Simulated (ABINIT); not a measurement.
# TiO2 (C2/m) in ABINIT: reference runs

Aim: a first look at TiO2 with PBE, on the cell as given and on a disturbed one.

Everything below comes from runs of ABINIT 10.8.3 (patched build). Logs are shortened: lines on timing, memory, paths and dates and some standing lists are left out, and cuts for length are marked. The log counts tension as positive stress, the text compression.

### Step 1. Starting point

The structure is monoclinic, space group C2/m (No. 12). Conventional cell: a = 12.307 Å, b = 3.767 Å, c = 6.616 Å, α = 90.00°, β = 106.95°, γ = 90.00°. Around Ti (site symmetry m) lie 4 O at 1.86 to 1.94 Å. Around Ti (site symmetry m) lie 5 O at 1.78 to 2.03 Å. Around O (site symmetry m) lie 3 Ti at 1.94 to 2.03 Å. O (site symmetry m) is surrounded by 3 Ti at 1.96 to 2.16 Å. O (site symmetry m) has 2 Ti at 1.78 to 1.87 Å as nearest neighbours. Around O (site symmetry m) lie 2 Ti at 1.86 to 1.93 Å.

The cell comes from a database or a generator and needn't be the stable form of this composition.

### Step 2. Single point, PBE

run.abi reads:

```
pp_dirpath "./"
pseudos "Ti.GGA_PBE-JTH.xml, O.GGA_PBE-JTH.xml"

acell 6.4353683548 6.4353683548 6.6162121517 Angstrom
rprim
     0.9562121162    -0.2926745442     0.0000000000
     0.9562121162     0.2926745442     0.0000000000
    -0.2914546970     0.0000000000     0.9565846327
ntypat 2
znucl 22 8
natom 12
typat 1 1 1 1 2 2 2 2 2 2 2 2
xcart
    10.5188656581     0.0000000000     1.8328814639
     1.8562292785     0.0000000000     1.7959202973
    -0.1400373797     0.0000000000     4.4960854074
     8.5225989999     0.0000000000     4.5330465740
     3.8885755991     0.0000000000     1.8568998931
     1.9845608631     0.0000000000     4.1296508835
     8.7533771313     0.0000000000     6.2991637663
     8.3942674153     0.0000000000     2.1993159878
    10.3741152171     0.0000000000     3.9873820372
     1.6254511471     0.0000000000     0.0298031050
     6.4902526793     0.0000000000     4.4720669782
     0.0047130613     0.0000000000     2.3415848341 Angstrom
chkprim 0
chksymtnons 0
tolsym 1.0e-6

ecut 23.0
pawecutdg 45.0
pawxcdev 0
pawovlp 30

kptopt 1
ngkpt 8 8 4
nshiftk 1
shiftk 0.0 0.0 0.0

ixc 11

nband 58
occopt 3
tsmear 0.00183747

nstep 100
tolvrs 1.0e-9

iomode 3
prtwf 0
prtden 0
prteig 0
prtebands 0
enunit 2
```

Potentials or basis: JTH PAW PBE v2.0.

Run with:

```console
$ abinit run.abi > log 2>&1
```

run.abo:

```text
.Version 10.8.3 of ABINIT
 Symmetries : space group C2/m (# 12); Bravais mC (1-face-center monocl.)
================================================================================
 Values of the parameters that define the memory need of the present run
     intxc =       0    ionmov =       0      iscf =      17    lmnmax =      18
     lnmax =       6     mgfft =      54  mpssoang =       3    mqgrid =    3612
     natom =      12  nloc_mem =       2    nspden =       1   nspinor =       1
    nsppol =       1      nsym =       4    n1xccc =       1    ntypat =       2
    occopt =       3   xclevel =       2
       mpw =        5251          nfft =      157464          nkpt =          78
 PAW method is used; the additional fine FFT grid is defined by:
   mgfftf=        80    nfftf =    450000
================================================================================
================================================================================

--------------------------------------------------------------------------------
------------- Echo of variables that govern the present computation ------------
--------------------------------------------------------------------------------
 -outvars: echo values of preprocessed input variables --------
            acell      1.2161083710E+01  1.2161083710E+01  1.2502828958E+01 Bohr
              amu      4.78800000E+01  1.59994000E+01
          chkprim           0
      chksymtnons           0
             ecut      2.30000000E+01 Hartree
           enunit           2
                       outvar_i_n : Printing only first  50 k-points.
              ixc          11
                       outvar_i_n : Printing only first  50 k-points.
         kptrlatt        8    0    0      0    8    0      0    0    4
          kptrlen      5.00113158E+01
            natom          12
            nband          58
            ngfft          54      54      54
          ngfftdg          75      75      80
             nkpt          78
            nstep         100
             nsym           4
           ntypat           2
                       prtocc : prtvol=0, do not print more k-points.
           occopt           3
        pawecutdg      4.50000000E+01 Hartree
          pawovlp      3.0000000000E+01
         pawxcdev           0
           prtden           0
        prtebands           0
           prteig           0
            prtwf           0
            rprim      9.5621211620E-01 -2.9267454420E-01  0.0000000000E+00
                       9.5621211620E-01  2.9267454420E-01  0.0000000000E+00
                      -2.9145469700E-01  0.0000000000E+00  9.5658463270E-01
          spgroup          12
           tolsym      1.00000000E-06
           tolvrs      1.00000000E-09
           tsmear      1.83747000E-03 Hartree
            typat      1  1  1  1  2  2  2  2  2  2  2  2
           useylm           1
                       outvars : Printing only first  50 k-points.
           xangst      1.0518865658E+01  4.1703736641E-17  1.8328814639E+00
                       1.8562292785E+00  1.9064163941E-17  1.7959202973E+00
                      -1.4003737970E-01 -2.6094445569E-18  4.4960854074E+00
                       8.5225989999E+00  9.8201760330E-17  4.5330465740E+00
                       3.8885755991E+00  9.3157139279E-18  1.8568998931E+00
                       1.9845608631E+00 -1.8531446177E-17  4.1296508835E+00
                       8.7533771313E+00  8.4412680178E-17  6.2991637663E+00
                       8.3942674153E+00  8.3520618077E-17  2.1993159878E+00
                       1.0374115217E+01 -1.0615090684E-16  3.9873820372E+00
                       1.6254511471E+00 -6.4760683714E-18  2.9803105000E-02
                       6.4902526793E+00  5.5673457971E-17  4.4720669782E+00
                       4.7130613000E-03  4.5992416985E-18  2.3415848341E+00
            xcart      1.9877775249E+01  7.8808640678E-17  3.4636439880E+00
                       3.5077649633E+00  3.6026048667E-17  3.3937975059E+00
                      -2.6463229502E-01 -4.9311355533E-18  8.4963700587E+00
                       1.6105377991E+01  1.8557443211E-16  8.5662165408E+00
                       7.3483429022E+00  1.7604147991E-17  3.5090322412E+00
                       3.7502765115E+00 -3.5019357992E-17  7.8039091654E+00
                       1.6541485455E+01  1.5951684709E-16  1.1903694341E+01
                       1.5862866443E+01  1.5783109403E-16  4.1561048813E+00
                       1.9604236559E+01 -2.0059614195E-16  7.5350600097E+00
                       3.0716574991E+00 -1.2237995595E-17  5.6319706152E-02
                       1.2264800052E+01  1.0520758805E-16  8.4509818055E+00
                       8.9063950716E-03  8.6913071971E-18  4.4249540370E+00
             xred      9.0007100001E-01  9.0007100001E-01  2.8960200002E-01
                       1.9528600001E-01  1.9528600001E-01  2.8376200001E-01
                       9.9929000012E-02  9.9929000012E-02  7.1039800003E-01
                       8.0471400002E-01  8.0471400002E-01  7.1623800004E-01
                       3.6193100001E-01  3.6193100001E-01  2.9339700001E-01
                       2.6348850001E-01  2.6348850001E-01  6.5250000003E-01
                       8.6718850003E-01  8.6718850003E-01  9.9529100005E-01
                       7.3651150002E-01  7.3651150002E-01  3.4750000002E-01
                       9.4164750002E-01  9.4164750002E-01  6.3002100003E-01
                       1.3281150000E-01  1.3281150000E-01  4.7090000007E-03
[... 236 lines left out ...]
    5     -0.03663006569626     0.00000000000000    -0.01125828128207
    6     -0.00293455629767     0.00000000000000     0.03407570167130
    7     -0.04703118645290     0.00000000000000    -0.01413187920381
    8      0.00293455629767    -0.00000000000000    -0.03407570167130
    9      0.00612072134905    -0.00000000000000     0.02014179798662
   10      0.04703118645290    -0.00000000000000     0.01413187920381
   11      0.03663006569626    -0.00000000000000     0.01125828128207
   12     -0.00612072134905    -0.00000000000000    -0.02014179798662
 frms,max,avg= 3.8883690E-02 1.2442782E-01   0.000E+00  0.000E+00  0.000E+00 e/A
 length scales= 12.161083709906 12.161083709906 12.502828957616 bohr
              =  6.435368354800  6.435368354800  6.616212151700 angstroms
 Fermi (or HOMO) energy (hartree) =   0.14120   Average Vxc (hartree)=  -0.36749
 Eigenvalues (hartree) for nkpt=  78  k points:
 kpt#   1, nband= 58, wtk=  0.00391, kpt=  0.0000  0.0000  0.0000 (reduced coord)
  -1.97274   -1.97231   -1.96914   -1.96891   -1.10584   -1.10410   -1.10310   -1.10022
  -1.09827   -1.09824   -1.09815   -1.09699   -1.09523   -1.09519   -1.09479   -1.09461
  -0.54896   -0.52340   -0.50921   -0.50332   -0.50184   -0.49837   -0.48948   -0.48632
  -0.06101   -0.05875   -0.05062   -0.04768   -0.03537   -0.02817   -0.02624   -0.02114
  -0.01386   -0.00016    0.01778    0.02031    0.02493    0.04119    0.04206    0.04308
   0.04519    0.04670    0.05793    0.05807    0.06269    0.06319    0.07734    0.08378
   0.19096    0.20354    0.21208    0.21234    0.21380    0.23100    0.24929    0.25491
   0.26013    0.26304
      occupation numbers for kpt#   1
   2.00000    2.00000    2.00000    2.00000    2.00000    2.00000    2.00000    2.00000
   2.00000    2.00000    2.00000    2.00000    2.00000    2.00000    2.00000    2.00000
   2.00000    2.00000    2.00000    2.00000    2.00000    2.00000    2.00000    2.00000
   2.00000    2.00000    2.00000    2.00000    2.00000    2.00000    2.00000    2.00000
   2.00000    2.00000    2.00000    2.00000    2.00000    2.00000    2.00000    2.00000
   2.00000    2.00000    2.00000    2.00000    2.00000    2.00000    2.00000    2.00000
   0.00000    0.00000    0.00000    0.00000    0.00000    0.00000    0.00000    0.00000
   0.00000    0.00000
 prteigrs : prtvol=0 or 1, do not print more k-points.

 Fermi (or HOMO) energy (eV) =   3.84231   Average Vxc (eV)=  -9.99978
 Eigenvalues (   eV  ) for nkpt=  78  k points:
 kpt#   1, nband= 58, wtk=  0.00391, kpt=  0.0000  0.0000  0.0000 (reduced coord)
 -53.68091  -53.66929  -53.58305  -53.57685  -30.09137  -30.04401  -30.01679  -29.93860
 -29.88543  -29.88453  -29.88228  -29.85075  -29.80263  -29.80162  -29.79073  -29.78576
 -14.93783  -14.24254  -13.85636  -13.69598  -13.65587  -13.56131  -13.31939  -13.23331
  -1.66013   -1.59874   -1.37736   -1.29736   -0.96241   -0.76667   -0.71393   -0.57519
  -0.37703   -0.00432    0.48390    0.55255    0.67850    1.12085    1.14464    1.17240
   1.22972    1.27089    1.57635    1.58016    1.70596    1.71940    2.10455    2.27990
   5.19619    5.53870    5.77110    5.77802    5.81767    6.28574    6.78362    6.93652
   7.07854    7.15765
 prteigrs : prtvol=0 or 1, do not print more k-points.

--- !EnergyTerms
iteration_state     : {dtset: 1, }
comment             : Components of total free energy in Hartree
kinetic             :  9.14048366704820E+01
hartree             :  1.12661641849298E+02
xc                  : -3.67308685901690E+01
Ewald energy        : -2.27125614565601E+02
psp_core            :  1.34510606238736E+01
local_psp           : -3.26095938021393E+02
PAW spherical_terms :  7.90777275662623E+00
internal            : -3.64527109276882E+02
'-kT*entropy'       : -6.51689602085586E-15
total_energy        : -3.64527109276882E+02
total_energy_eV     : -9.91928796766417E+03
...

--- !EnergyTermsDC
iteration_state     : {dtset: 1, }
comment             : '"Double-counting" decomposition of free energy'
band_energy         : -4.97531247050791E+01
Ewald energy        : -2.27125614565601E+02
psp_core            :  1.34510606238736E+01
xc_dc               : -1.04053797096452E+02
PAW spherical_terms :  2.95436525886695E+00
internal            : -3.64527110484391E+02
'-kT*entropy'       : -6.51689602085586E-15
total_energy_dc     : -3.64527110484391E+02
total_energy_dc_eV  : -9.91928800052217E+03
...

--- !EnergyTermsWithPAWCore
iteration_state     : {dtset: 1, }
comment             : 'Components of total free energy, including PAW core contributions'
Total energy        : -4.01806409989283E+03
Total energy DC     : -4.01806410110034E+03
Total energy (eV)   : -1.09337094183294E+05
Total energy DC (eV): -1.09337094216152E+05
...

 Cartesian components of stress tensor (hartree/bohr^3)
  sigma(1 1)=  3.02042524E-05  sigma(3 2)=  0.00000000E+00
  sigma(2 2)=  3.01917062E-05  sigma(3 1)=  3.76466882E-07
  sigma(3 3)=  3.05531619E-05  sigma(2 1)=  0.00000000E+00

-Cartesian components of stress tensor (GPa)         [Pressure= -8.9194E-01 GPa]
- sigma(1 1)=  8.88639786E-01  sigma(3 2)=  0.00000000E+00
- sigma(2 2)=  8.88270663E-01  sigma(3 1)=  1.10760381E-02
- sigma(3 3)=  8.98905058E-01  sigma(2 1)=  0.00000000E+00

== END DATASET(S) ==============================================================
================================================================================

 -outvars: echo values of variables after computation  --------
            acell      1.2161083710E+01  1.2161083710E+01  1.2502828958E+01 Bohr
           etotal     -3.6452711048E+02
            fcart      2.7400681058E-04 -5.8012543250E-20 -1.0905235044E-03
                      -1.0466036935E-03 -3.4742282920E-19 -2.4197357875E-03
                      -2.7400681058E-04  5.1278363275E-20  1.0905235044E-03
                       1.0466036935E-03  3.4068864922E-19  2.4197357875E-03
                      -7.1234136372E-04  1.1878070992E-21 -2.1893871303E-04
                      -5.7068034011E-05  8.7743798651E-21  6.6266689226E-04
                      -9.1461095847E-04  2.8598964139E-20 -2.7482129537E-04
                       5.7068034011E-05 -1.9560326837E-21 -6.6266689226E-04
                       1.1902907925E-04 -3.1656337817E-21  3.9169560777E-04
                       9.1461095847E-04 -8.4805914223E-21  2.7482129537E-04
                       7.1234136372E-04 -7.9219870739E-21  2.1893871303E-04
                      -1.1902907925E-04 -3.5685461930E-21 -3.9169560777E-04
            rprim      9.5621211620E-01 -2.9267454420E-01  0.0000000000E+00
                       9.5621211620E-01  2.9267454420E-01  0.0000000000E+00
                      -2.9145469700E-01  0.0000000000E+00  9.5658463270E-01
           strten      3.0204252417E-05  3.0191706181E-05  3.0553161900E-05
                       0.0000000000E+00  3.7646688177E-07  0.0000000000E+00
           xangst      1.0518865658E+01  4.1703736641E-17  1.8328814639E+00
                       1.8562292785E+00  1.9064163941E-17  1.7959202973E+00
                      -1.4003737970E-01 -2.6094445569E-18  4.4960854074E+00
                       8.5225989999E+00  9.8201760330E-17  4.5330465740E+00
                       3.8885755991E+00  9.3157139279E-18  1.8568998931E+00
                       1.9845608631E+00 -1.8531446177E-17  4.1296508835E+00
                       8.7533771313E+00  8.4412680178E-17  6.2991637663E+00
                       8.3942674153E+00  8.3520618077E-17  2.1993159878E+00
                       1.0374115217E+01 -1.0615090684E-16  3.9873820372E+00
                       1.6254511471E+00 -6.4760683714E-18  2.9803105000E-02
                       6.4902526793E+00  5.5673457971E-17  4.4720669782E+00
                       4.7130613000E-03  4.5992416985E-18  2.3415848341E+00
             xred      9.0007100001E-01  9.0007100001E-01  2.8960200002E-01
                       1.9528600001E-01  1.9528600001E-01  2.8376200001E-01
                       9.9929000012E-02  9.9929000012E-02  7.1039800003E-01
                       8.0471400002E-01  8.0471400002E-01  7.1623800004E-01
                       3.6193100001E-01  3.6193100001E-01  2.9339700001E-01
                       2.6348850001E-01  2.6348850001E-01  6.5250000003E-01
                       8.6718850003E-01  8.6718850003E-01  9.9529100005E-01
                       7.3651150002E-01  7.3651150002E-01  3.4750000002E-01
                       9.4164750002E-01  9.4164750002E-01  6.3002100003E-01
                       1.3281150000E-01  1.3281150000E-01  4.7090000007E-03
                       6.3806900002E-01  6.3806900002E-01  7.0660300004E-01
                       5.8352500010E-02  5.8352500010E-02  3.6997900002E-01
 Calculation completed.
```

Run time: 66 min. Hardware: 1 thread of Arm Neoverse V1, shared host; peak memory 0.76 GiB.

What came out:

- Free energy: -9919.2880 eV
- Pressure: -0.9 GPa
- Largest force: 0.136 eV/Å
- Band gap on the k mesh: 2.74 eV, indirect (least direct gap 2.91 eV)

Forces in eV/Å, atoms in the order of the input:
```
Ti   0.014  0.000 -0.056
Ti  -0.054  0.000 -0.124
Ti  -0.014  0.000  0.056
Ti   0.054  0.000  0.124
O   -0.037  0.000 -0.011
O   -0.003  0.000  0.034
O   -0.047  0.000 -0.014
O    0.003  0.000 -0.034
O    0.006  0.000  0.020
O    0.047  0.000  0.014
O    0.037  0.000  0.011
O   -0.006  0.000 -0.020
```

Levels at points of the mesh, in eV from the valence-band top:
```
           k point  band 46  band 47  band 48  band 49  band 50  band 51
(0.00, 0.00, 0.00)    -0.73    -0.35    -0.17     2.74     3.09     3.32
(0.50, 0.00, 0.00)    -0.47    -0.21    -0.12     3.12     3.17     3.59
(0.50, 0.50, 0.00)    -0.61    -0.38    -0.11     2.88     2.93     3.43
(0.00, 0.00, 0.50)    -0.65    -0.58    -0.43     2.86     3.12     3.28
(0.50, 0.00, 0.50)    -0.51    -0.09    -0.01     3.16     3.21     3.45
(0.50, 0.50, 0.50)    -0.40    -0.21    -0.19     3.00     3.11     3.25
```

Caveat: the atomic spheres overlap. A hybrid or GW would open this gap; PBE tends to underestimate it.

### Step 3. Single point, PBE (atoms moved at random, drawn with an rms of 0.05 Å)

run.abi reads:

```
# Pseudopotentials
pp_dirpath "./"
pseudos "Ti.GGA_PBE-JTH.xml, O.GGA_PBE-JTH.xml"

# Structure
acell 3*1.0
rprim
    11.6285755817    -3.5592396294     0.0000000000
    11.6285755817     3.5592396294     0.0000000000
    -3.6440082227     0.0000000000    11.9600140386
ntypat 2
znucl 22 8
natom 12
typat 1 1 1 1 2 2 2 2 2 2 2 2
xred
     0.8995950000     0.8977300000     0.2941940000
     0.1969270000     0.1927960000     0.2799990000
     0.1063900000     0.0938710000     0.7101730000
     0.7966590000     0.8129490000     0.7234640000
     0.3586780000     0.3653630000     0.2924900000
     0.2638720000     0.2566350000     0.6523250000
     0.8672130000     0.8627870000     0.9892210000
     0.7437490000     0.7316150000     0.3503470000
     0.9335380000     0.9447960000     0.6294940000
     0.1072370000     0.1585830000     0.0114260000
     0.6506380000     0.6319970000     0.7039460000
     0.0522670000     0.0643720000     0.3737340000
chkprim 0
chksymtnons 0
tolsym 1.0e-6

# Plane-wave basis
ecut 23.0
pawecutdg 45.0
pawxcdev 0
pawovlp 30

# k points
kptopt 1
ngkpt 8 8 4
nshiftk 1
shiftk 0.0 0.0 0.0

# Exchange and correlation
ixc 11

# Bands and occupations
nband 58
occopt 3
tsmear 0.05 eV

# SCF cycle
nstep 100
tolvrs 1.0e-9

# Output
iomode 3
prtwf 0
prtden 0
prteig 0
prtebands 0
```

Potentials or basis: JTH PAW PBE v2.0.

Run with:

```console
$ mpirun --bind-to none -np 4 abinit run.abi > log 2>&1
```

Run time: 25 min. Hardware: 4 MPI ranks of Arm Neoverse V1, shared host; peak memory 1.6 GiB.

Results (log left out):

| Item | Value |
| --- | --- |
| Free energy | -9919.0646 eV |
| Pressure | 0.7 GPa |
| Largest force | 2.344 eV/Å |
| Band gap on the k mesh | 2.81 eV, indirect (least direct gap 2.98 eV) |

Forces in eV/Å, atoms in the order of the input:
```
Ti   0.278  0.049  0.016
Ti  -0.104  0.034  1.505
Ti  -0.010  0.072 -0.267
Ti  -0.030 -0.322 -1.843
O    0.045 -0.286 -0.145
O    0.166  0.124  0.282
O    0.183  0.060  2.336
O    0.013  0.413 -0.455
O    0.925 -0.140  0.006
O   -0.108 -0.369 -1.599
O   -0.999  0.527  0.303
O   -0.360 -0.162 -0.139
```

Stress tensor (GPa, compression positive):
```
-0.40 -0.39  0.97
-0.39 -1.18 -0.27
 0.97 -0.27  3.72
```

Levels at points of the mesh, in eV from the valence-band top:
| k point | band 45 | band 46 | band 47 | band 48 | band 49 | band 50 | band 51 | band 52 |
| --- | --- | --- | --- | --- | --- | --- | --- | --- |
| (0.00, 0.00, 0.00) | -0.67 | -0.59 | -0.22 | -0.19 | 2.81 | 3.11 | 3.38 | 3.44 |
| (0.50, 0.00, 0.00) | -0.77 | -0.29 | -0.17 | -0.13 | 3.18 | 3.34 | 3.62 | 3.74 |
| (0.00, 0.50, 0.00) | -0.72 | -0.30 | -0.25 | -0.08 | 3.15 | 3.30 | 3.55 | 3.68 |
| (0.50, 0.50, 0.00) | -0.74 | -0.48 | -0.30 | -0.07 | 2.93 | 3.00 | 3.48 | 3.55 |
| (0.00, 0.00, 0.50) | -0.60 | -0.52 | -0.43 | -0.27 | 2.94 | 3.04 | 3.38 | 3.46 |
| (0.50, 0.00, 0.50) | -0.58 | -0.54 | -0.10 | -0.03 | 3.23 | 3.28 | 3.52 | 3.72 |
| (0.00, 0.50, 0.50) | -0.60 | -0.49 | -0.11 | 0.00 | 3.19 | 3.23 | 3.41 | 3.68 |
| (0.50, 0.50, 0.50) | -0.66 | -0.24 | -0.19 | -0.15 | 3.04 | 3.09 | 3.39 | 3.42 |

Caveat: the atomic spheres overlap.
